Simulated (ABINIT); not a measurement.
SiC (Moissanite):

```xyz
4
Lattice="3.0760 0.0000 0.0000 -1.5380 2.6639 0.0000 0.0000 0.0000 5.0480" Properties=species:S:1:pos:R:3 pbc="T T T"
Si    1.5380    0.8880    2.5240
Si    0.0000    1.7759    0.0000
C     1.5380    0.8880    4.4675
C     0.0000    1.7759    1.9435
```

Base run:

* Program: ABINIT 10.8.3 (patched build)
* Functional: LDA
* Potentials or basis: JTH PAW LDA v2.0
* Cutoff: 544 eV
* k mesh: 6 × 6 × 3
* Occupations: fermi-dirac, width 0.05 eV
* Spin: no spin polarisation

Its results: band gap on the k mesh 2.21 eV, indirect (least direct gap 3.99 eV); pressure -4.2 GPa; largest force 0.730 eV/Å.

Task: The run is repeated on the same cell with these changes: k mesh from 6 × 6 × 3 to 13 × 13 × 6. What comes out?

Result: Band gap on the k mesh 2.31 eV, indirect (least direct gap 4.01 eV); pressure -4.2 GPa; largest force 0.733 eV/Å.

Caveats: an odd mesh through Γ misses points on the zone boundary, where band edges often lie.
